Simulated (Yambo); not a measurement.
# GaSb (F-43m) in Yambo: notebook

Runs on GaSb. Level: PBE. Tasks: optical spectrum, optical spectrum by the Bethe-Salpeter equation.

All numbers are computed with Yambo 5.3.0; they aren't measurements. Logs are shortened: lines on timing, memory, paths and dates and some standing lists are left out, and cuts for length are marked.

**Experimental background.**

From a printed reference work, data compilation, for a bulk crystal of GaSb at 4.2 K: band gap 0.811 eV (direct).

How close the calculation comes is told below.

## (1) Starting point

Symmetry: F-43m, No. 216, cubic system. The conventional cell has a = 6.118 Å, b = 6.118 Å, c = 6.118 Å, α = 90.00°, β = 90.00°, γ = 90.00°. Sb (site symmetry -43m) has 4 Ga at 2.65 Å as nearest neighbours. Ga (site symmetry -43m) has 4 Sb at 2.65 Å as nearest neighbours.

## (2) Optical spectrum, PBE

Input file optics1.in:

```
optics
chi
Chimod= "HARTREE"
% BndsRnXd
 1 | 39 |
%
NGsBlkXd= 3 Ry
% LongDrXd
 1 | 0 | 0 |
%
% QpntsRXd
 1 | 1 |
%
% EnRngeXd
 0 | 20 | eV
%
% DmRngeXd
 0.1 | 0.1 | eV
%
ETStpsXd= 200
```

Input file scf.in:

```
&CONTROL
  calculation = 'scf'
  prefix = 'pwscf'
  outdir = './tmp'
  pseudo_dir = './pseudo'
/
&SYSTEM
  ibrav = 0
  nat = 2
  ntyp = 2
  ecutwfc = 80
  nbnd = 21
  occupations = 'smearing'
  smearing = 'fd'
  degauss = 0.00367493
  force_symmorphic = .true.
/
&ELECTRONS
  conv_thr = 4d-10
  electron_maxstep = 120
  mixing_beta = 0.5
/
ATOMIC_SPECIES
Sb   121.7600 Sb.upf
Ga    69.7230 Ga.upf
CELL_PARAMETERS angstrom
   0.0000000000    3.0590000000    3.0590000000
   3.0590000000    0.0000000000    3.0590000000
   3.0590000000    3.0590000000    0.0000000000
ATOMIC_POSITIONS crystal
Sb     0.7500000000    0.7500000000    0.7500000000
Ga     0.0000000000    0.0000000000    0.0000000000
K_POINTS automatic
10 10 10 0 0 0
```

Input file nscf.in:

```
&CONTROL
  calculation = 'nscf'
  prefix = 'pwscf'
  outdir = './tmp'
  pseudo_dir = './pseudo'
/
&SYSTEM
  ibrav = 0
  nat = 2
  ntyp = 2
  ecutwfc = 80
  nbnd = 44
  occupations = 'smearing'
  smearing = 'fd'
  degauss = 0.00367493
  force_symmorphic = .true.
/
&ELECTRONS
  conv_thr = 1d-08
  diago_full_acc = .true.
  diago_thr_init = 1d-06
/
ATOMIC_SPECIES
Sb   121.7600 Sb.upf
Ga    69.7230 Ga.upf
CELL_PARAMETERS angstrom
   0.0000000000    3.0590000000    3.0590000000
   3.0590000000    0.0000000000    3.0590000000
   3.0590000000    3.0590000000    0.0000000000
ATOMIC_POSITIONS crystal
Sb     0.7500000000    0.7500000000    0.7500000000
Ga     0.0000000000    0.0000000000    0.0000000000
K_POINTS automatic
10 10 10 0 0 0
```

Potentials or basis: PseudoDojo 0.4.1 SR PBE standard.

Launch:

```
$ OMP_NUM_THREADS=1 pw.x -in scf.in > scf.out
$ OMP_NUM_THREADS=1 pw.x -in nscf.in > nscf.out
$ cd tmp/pwscf.save; p2y; mv SAVE ../..; cd ../..
$ OMP_NUM_THREADS=1 yambo
$ OMP_NUM_THREADS=1 yambo -F optics1.in -J optics1 -C optics1_out
```

Yambo's report:

```text
[... sections 02.01 to 02.04 as in the set-up run ...]

  [02.05] Energies & Occupations
  ==============================

  [X] === General ===
  [X] Electronic Temperature                        :  0.258606E-1   300.100    [eV K]
  [X] Bosonic    Temperature                        :  0.258606E-1   300.100    [eV K]
  [X] Finite Temperature mode                       : yes
  [X] El. density                                   :  0.48909E+24 [cm-3]
  [X] Fermi Level                                   :  8.362278 [eV]

  [X] === Gaps and Widths ===
  [X] Conduction Band Min                           :  8.362278 [eV]
  [X] Valence Band Max                              :  8.362278 [eV]
  [X] Filled Bands                                  :  11
  [X] Metallic Bands                                :  12  15
  [X] Empty Bands                                   :   16   44

  [X] === Metallic Characters ===
  [X] N of el / N of met el                         :  28.00000   6.00017
  [X] Average metallic occ.                         :  0.375011

  [WARNING] [X] Metallic system

 [03] Transferred momenta grid and indexing
 ==========================================

 IBZ Q-points                                      :   47
 BZ  Q-points                                      :  1000

 K/Q-points units:
 rlu = crystal or reduced units; cc = cartesian coordinates; iku = interal k-units

 Q [ 1]         [rlu]:  0.000000  0.000000  0.000000
 Q [ 2]         [rlu]: -0.80020E-18 -0.80020E-18  0.10000
 Q [ 3]         [rlu]: -0.27103E-17 -0.27103E-17  0.20000
 Q [ 4]         [rlu]:  0.84230E-17  0.84230E-17  0.30000
 Q [ 5]         [rlu]:  0.31214E-16  0.31214E-16  0.40000
 Q [ 6]         [rlu]:  0.63676E-16  0.63676E-16 -0.50000
 Q [ 7]         [rlu]: -0.78484E-17  0.10000      0.10000
 Q [ 8]         [rlu]: -0.77391E-17  0.10000      0.20000
 Q [ 9]         [rlu]: -0.27103E-17  0.10000      0.30000
 Q [10]         [rlu]:  0.62031E-17  0.10000      0.40000
 Q [11]         [rlu]: -0.54206E-17  0.10000      0.50000
 Q [12]         [rlu]:  0.81651E-17  0.10000     -0.40000
 Q [13]         [rlu]: -0.56785E-17  0.10000     -0.30000
 Q [14]         [rlu]: -0.33959E-16  0.10000     -0.20000
 Q [15]         [rlu]:  0.15478E-16  0.10000     -0.10000
[... 30 lines left out ...]
 Q [46]         [rlu]:  0.200000  0.400000 -0.300000
 Q [47]         [rlu]:  0.200000 -0.500000 -0.300000

 [WARNING] [Xd] User bands 1-39 break level degeneracy

 [04] Dipoles
 ============

  [04.01] Setup: observables and procedures
  =========================================

  [WF-Oscillators/G space/Transverse up loader] Normalization (few states)  min/max  :  0.34694E-17   1.0000

  [WR./optics1//ndb.dipoles]------------------------------------------------------
   Brillouin Zone Q/K grids (IBZ/BZ)                :    47  1000    47  1000
   RL vectors                                       :   5817 [WF]
   Fragmentation                                    : yes
   Electronic Temperature                           :  300.1000 [K]
   Bosonic    Temperature                           :  300.1000 [K]
   DIP band range                                   :    1   39
   DIP band range limits                            :  15  12
   DIP e/h energy range                             : -1.000000 -1.000000 [eV]
   RL vectors in the sum                            :   5817
   [r,Vnl] included                                 : yes
   Bands ordered                                    : yes
   Direct v evaluation                              : no
   Approach used                                    : G-space v
   Dipoles computed                                 : R V P [G-space]
   Wavefunctions                                    : Perdew, Burke & Ernzerhof(X)+Perdew, Burke & Ernzerhof(C)

  [WARNING] [r,Vnl^pseudo] included in position and velocity dipoles.

  [WARNING] In case H contains other non local terms, these are neglected

 [05] Optics
 ===========

 [X-CG] R(p) Tot o/o(of R):    13097   352590      100

 [WARNING] The system is a metal but Drude term not included.
```

Run time: 2.9 min. Hardware: 1 thread of Arm Neoverse V2, shared host; peak memory 0.72 GiB.

Results:

| Item | Value |
| --- | --- |
| Band gap on the k mesh, mean-field level | none (metal or under the smearing width) |

Dielectric function (along the field direction of the input):
```
energy (eV)  real part  imaginary part
       0.30     -34.09           40.51
       0.90      16.60            4.44
       1.61       1.93           28.29
       2.31       8.58           10.78
       3.02       9.48           11.19
       3.62      -7.34           30.30
       4.32       1.37           13.46
       5.03      -7.65            8.77
       5.73      -4.48            5.23
       6.33      -3.04            3.54
       7.04      -3.15            2.01
       7.74      -2.91            1.81
       8.44      -1.62            1.88
       9.05      -1.77            1.03
       9.75      -1.11            1.12
      10.45      -0.90            0.75
      11.16      -0.69            0.61
      11.76      -0.47            0.41
      12.46      -0.24            0.48
      13.17      -0.25            0.29
      13.87      -0.01            0.24
      14.47       0.10            0.27
      15.18       0.13            0.24
      15.88       0.25            0.22
      16.58       0.38            0.19
      17.19       0.39            0.21
      17.89       0.48            0.17
      18.59       0.48            0.21
      19.30       0.53            0.18
      20.00       0.57            0.19
```

Caveat: the intraband (Drude) term of the metal is left out; the ground state has no gap, which makes the many-body step unreliable; these spectra lack excitons. Spin-orbit coupling is left out, which matters for the levels of Sb.

## (3) Optical spectrum, PBE

Input file optics2.in:

```
optics
chi
tddft
Chimod= "ALDA"
% BndsRnXd
 1 | 39 |
%
NGsBlkXd= 3 Ry
% LongDrXd
 1 | 0 | 0 |
%
% QpntsRXd
 1 | 1 |
%
% EnRngeXd
 0 | 20 | eV
%
% DmRngeXd
 0.1 | 0.1 | eV
%
ETStpsXd= 200
FxcGRLc= 3 Ry
VXCRLvcs= 3 Ry
```

scf.in is that of step 2.

nscf.in is that of step 2.

Potentials or basis: PseudoDojo 0.4.1 SR PBE standard.

Launch:

```
$ OMP_NUM_THREADS=1 pw.x -in scf.in > scf.out
$ OMP_NUM_THREADS=1 pw.x -in nscf.in > nscf.out
$ cd tmp/pwscf.save; p2y; mv SAVE ../..; cd ../..
$ OMP_NUM_THREADS=1 yambo
$ OMP_NUM_THREADS=1 yambo -F optics2.in -J optics2 -C optics2_out
```

Yambo's report:

```text
[... sections 02.01 to 02.04 as in the set-up run ...]

  [02.05] Energies & Occupations
  ==============================

  [X] === General ===
  [X] Electronic Temperature                        :  0.258606E-1   300.100    [eV K]
  [X] Bosonic    Temperature                        :  0.258606E-1   300.100    [eV K]
  [X] Finite Temperature mode                       : yes
  [X] El. density                                   :  0.48909E+24 [cm-3]
  [X] Fermi Level                                   :  8.362278 [eV]

  [X] === Gaps and Widths ===
  [X] Conduction Band Min                           :  8.362278 [eV]
  [X] Valence Band Max                              :  8.362278 [eV]
  [X] Filled Bands                                  :  11
  [X] Metallic Bands                                :  12  15
  [X] Empty Bands                                   :   16   44

  [X] === Metallic Characters ===
  [X] N of el / N of met el                         :  28.00000   6.00017
  [X] Average metallic occ.                         :  0.375011

  [WARNING] [X] Metallic system

 [03] Transferred momenta grid and indexing
 ==========================================

 IBZ Q-points                                      :   47
 BZ  Q-points                                      :  1000

 K/Q-points units:
 rlu = crystal or reduced units; cc = cartesian coordinates; iku = interal k-units

 Q [ 1]         [rlu]:  0.000000  0.000000  0.000000
 Q [ 2]         [rlu]: -0.80020E-18 -0.80020E-18  0.10000
 Q [ 3]         [rlu]: -0.27103E-17 -0.27103E-17  0.20000
 Q [ 4]         [rlu]:  0.84230E-17  0.84230E-17  0.30000
 Q [ 5]         [rlu]:  0.31214E-16  0.31214E-16  0.40000
 Q [ 6]         [rlu]:  0.63676E-16  0.63676E-16 -0.50000
 Q [ 7]         [rlu]: -0.78484E-17  0.10000      0.10000
 Q [ 8]         [rlu]: -0.77391E-17  0.10000      0.20000
 Q [ 9]         [rlu]: -0.27103E-17  0.10000      0.30000
 Q [10]         [rlu]:  0.62031E-17  0.10000      0.40000
 Q [11]         [rlu]: -0.54206E-17  0.10000      0.50000
 Q [12]         [rlu]:  0.81651E-17  0.10000     -0.40000
 Q [13]         [rlu]: -0.56785E-17  0.10000     -0.30000
 Q [14]         [rlu]: -0.33959E-16  0.10000     -0.20000
 Q [15]         [rlu]:  0.15478E-16  0.10000     -0.10000
[... 30 lines left out ...]
 Q [46]         [rlu]:  0.200000  0.400000 -0.300000
 Q [47]         [rlu]:  0.200000 -0.500000 -0.300000

 [WARNING] [Xd] User bands 1-39 break level degeneracy

 [04] Dipoles
 ============

  [04.01] Setup: observables and procedures
  =========================================

  [WF-Oscillators/G space/Transverse up loader] Normalization (few states)  min/max  :  0.34694E-17   1.0000

  [WR./optics2//ndb.dipoles]------------------------------------------------------
   Brillouin Zone Q/K grids (IBZ/BZ)                :    47  1000    47  1000
   RL vectors                                       :   5817 [WF]
   Fragmentation                                    : yes
   Electronic Temperature                           :  300.1000 [K]
   Bosonic    Temperature                           :  300.1000 [K]
   DIP band range                                   :    1   39
   DIP band range limits                            :  15  12
   DIP e/h energy range                             : -1.000000 -1.000000 [eV]
   RL vectors in the sum                            :   5817
   [r,Vnl] included                                 : yes
   Bands ordered                                    : yes
   Direct v evaluation                              : no
   Approach used                                    : G-space v
   Dipoles computed                                 : R V P [G-space]
   Wavefunctions                                    : Perdew, Burke & Ernzerhof(X)+Perdew, Burke & Ernzerhof(C)

  [WARNING] [r,Vnl^pseudo] included in position and velocity dipoles.

  [WARNING] In case H contains other non local terms, these are neglected

 [05] Optics
 ===========

 [xc] Functional : Perdew, Burke & Ernzerhof(X)+Perdew, Burke & Ernzerhof(C)
 [xc] LIBXC used to calculate xc functional
  PP Number of Atomic Species                      :  2
  NLCC RL compoments                               :   37461
 [X-CG] R(p) Tot o/o(of R):    13097   352590      100

 [WARNING] The system is a metal but Drude term not included.
```

o-optics2.eps_q1_inv_alda_dyson:

```text
# Absorption @ Q(1):   1.00000000      0.00000000      0.00000000    [q->0 direction]
#
# [ X ] Hartree size                              :   51
# [GEN] GF Energies                               : Perdew, Burke & Ernzerhof(X)+Perdew, Burke & Ernzerhof(C)
# [GEN] Green`s Function                          : Retarded
#
# [GEN] Gauge                                     : Length
# [GEN] [r,Vnl] included                          : yes
#
#    E[1] [eV]          Im(eps)            Re(eps)            Im(eps_o)          Re(eps_o)
#
        0.000000           0.24196E-10        592.3635           0.51411E-14        592.9817
        0.100503           328.1133           43.60008           327.8719           43.80929
        0.201005           109.0886          -58.34271           108.9650          -57.84657
        0.301508           40.57647          -32.95144           40.53578          -32.46139
        0.402010           18.85744          -13.93208           18.84138          -13.45671
        0.502513           10.41565          -2.506391           10.40895          -2.038847
[... 192 lines left out ...]
        19.89950           0.207273           0.583297           0.258009           0.519707
        20.00000           0.202525           0.562925           0.230272           0.497263
#
```

It took 3 min on 1 thread of Arm Neoverse V2, shared host; peak memory 0.72 GiB.

Results:

- Band gap on the k mesh, mean-field level: none (metal or under the smearing width)

Dielectric function (along the field direction of the input):
```tsv
energy (eV)	real part	imaginary part
0.30	-32.95	40.58
0.80	14.22	4.27
1.31	21.64	11.25
1.81	5.20	9.67
2.31	9.73	11.92
2.81	5.48	15.18
3.32	11.51	22.71
3.82	-9.28	10.25
4.32	-0.13	15.38
4.82	-7.82	10.05
5.33	-6.67	3.89
5.83	-5.15	4.25
6.33	-3.40	3.54
6.83	-3.88	2.29
7.34	-2.30	2.08
7.84	-2.62	1.44
8.34	-1.62	1.70
8.84	-2.02	1.43
9.35	-1.24	1.11
9.85	-1.39	1.04
10.35	-0.94	0.59
10.85	-0.80	0.57
11.36	-0.59	0.44
11.86	-0.37	0.44
12.36	-0.28	0.39
12.86	-0.29	0.36
13.37	-0.14	0.24
13.87	-0.01	0.22
14.37	0.10	0.23
14.87	0.13	0.23
15.38	0.19	0.16
15.88	0.26	0.18
16.38	0.36	0.16
16.88	0.40	0.19
17.39	0.42	0.15
17.89	0.49	0.16
18.39	0.53	0.22
18.89	0.54	0.19
19.40	0.54	0.18
20.00	0.56	0.20
```

Caveat: the LDA kernel is used on GGA states, which is inconsistent by a few percent; the intraband (Drude) term of the metal is left out; the ground state has no gap, which makes the many-body step unreliable; these spectra lack excitons. The run has no spin-orbit coupling, so splittings on Sb are missing.

(Part 1 of 3 ends here.)
